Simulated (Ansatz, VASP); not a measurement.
**Two plane-wave programs on CdF2**

```xyz
3
Lattice="0.0000 2.6940 2.6940 2.6940 0.0000 2.6940 2.6940 2.6940 0.0000" Properties=species:S:1:pos:R:3 pbc="T T T"
Cd   -0.0866   -0.0866   -0.0866
F     1.3470    1.3470    1.3470
F     4.0410    4.0410    4.0410
```

Change from the starting cell: all Cd atoms moved -0.150 Å, as atom 1 along Cartesian [1 1 1].

Alike in both runs: task single point; functional LDA; k mesh 8 × 8 × 8; occupations gaussian, width 0.05 eV; no spin polarisation.

|  | VASP | Ansatz |
| --- | --- | --- |
| version | VASP 6.6.1 | Ansatz 0.2.0 |
| potentials or method | VASP PAW LDA potentials, release 64 (Cd, F) | scalar-relativistic, plane waves, PAW |
| plane-wave cutoff (eV) | 520 | 420 |
| valence electrons in the cell | 26 | 34 |

```csv
,VASP,Ansatz,Ansatz less VASP
gap on the k mesh at the Fermi level (eV),2.82,2.84,+0.016
least direct gap on the mesh (eV),3.30,3.30,+0.009
pressure (GPa),-3.4,-4.5,-1.06
largest component of the traceless stress (GPa),0.84,0.77,-0.074
rms of the force components (eV/Å),0.347,0.306,-0.0413
```

Atom by atom the forces differ by 0.041 eV/Å (rms over components). The two sets of potentials don't hold the same shells in valence.

A k mesh can miss the band edges.
